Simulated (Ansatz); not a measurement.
## Notes on In

```
In
1.0
    -1.41684    1.41684    2.18096
     1.41684   -1.41684    2.18096
     1.41684    1.41684   -2.18096
In
1
Cartesian
  0.0000 0.0000 0.0000
```

Single point in Ansatz 0.2.0 with r2SCAN, no spin polarisation. Cutoff 500 eV, PAW datasets, 16×16×16 Γ-centred k mesh, fermi-dirac filling (width 0.1 eV).

Stress: The pressure is 48.3 GPa (compression positive), so with the atoms held at these fractions the cell would first expand. The principal stresses 47.5, 48.6, 48.6 GPa differ, so its shape would change too.
Contacts: In–In at 2.83 Å: least valence density 0.28 e/Å³ and ELF 0.35 there. Both are smooth PAW fields, read partly inside the augmentation spheres.
Electronic structure: It is a metal, with about 0.34 states/eV a cell as the mean within 0.25 eV of the Fermi level, mostly In p (54 %) and In s (41 %).

Origin: a database entry at a rescaled volume. Caveats: atoms or cell far from equilibrium.

It took 31 s on 1 thread of Arm Neoverse N1, on a shared host, peak memory 0.42 GiB, starting from a saved density. The time holds forces, stress, Bader, DOS, bands, ELF.
